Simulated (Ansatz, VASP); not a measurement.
**Two plane-wave programs on Au**

```
Au
1.0
     2.86704    0.00000    0.00000
    -1.43352    2.48293    0.00000
     0.00000    0.00000    4.80291
Au
2
Direct
  0.33333 0.66667 0.25000
  0.66667 0.33333 0.75000
```

Alike in both runs: functional PBE; k mesh 15 × 15 × 8; occupations fermi-dirac, width 0.08 eV; no spin polarisation.

Ansatz relaxed the structure, and its values are those at the end. VASP's run is a single point on that final structure, the one shown.

|  | VASP | Ansatz |
| --- | --- | --- |
| version | VASP 6.6.1 | Ansatz 0.2.0 |
| potentials or method | VASP PAW PBE potentials, release 64 (Au) | PAW with Ansatz's default frozen-core files, scalar-relativistic |
| plane-wave cutoff (eV) | 520 | 420 |
| valence electrons in the cell | 22 | 38 |

Ansatz gave:

| Item | Value |
| --- | --- |
| pressure (GPa) | 8.3 |

Question: Which values does VASP return?

Answer: Pressure (GPa): 8.0.

The two sets of potentials don't hold the same shells in valence.

Spin-orbit coupling is left out, which matters for the levels of Au.
